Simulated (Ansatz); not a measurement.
Crystal: Ge.

```
CELL_PARAMETERS angstrom
1.48805 -2.59469 0.00000
1.48805 2.59469 0.00000
0.00000 0.00000 4.72760
ATOMIC_POSITIONS crystal
Ge 0.33345 0.66655 0.25000
Ge 0.66655 0.33345 0.75000
```

This isn't the form of Ge at room conditions, which is diamond.

Base run:

* Program: Ansatz 0.2.0
* Functional: LDA
* Potentials or basis: Ansatz PAW
* Cutoff: 420 eV (not typed: the program's choice for these potentials)
* k mesh: 7 × 7 × 5
* Occupations: fermi-dirac, width 0.05 eV
* Spin: spin-orbit coupling, no magnetisation

Its results: band gap on the k mesh none (metal or under the smearing width); pressure -1.3 GPa.

Q: After a change of settings the same cell gave: band gap on the k mesh none (metal or under the smearing width); pressure 4.2 GPa. Which change was it?
A. k mesh from 7 × 7 × 5 to 10 × 10 × 6; spin from spin-orbit coupling, no magnetisation to no spin polarisation; potential files from those of the base run to others of the same set
B. functional from LDA to PBEsol
C. functional from LDA to PBE

A: C.

PBE binds less tightly than LDA, so the same cell stands under more pressure.

Caveats: the PAW data sets come from PBE, with cores solved anew for the run's functional, which leaves a small shift of forces and pressure (some runs).
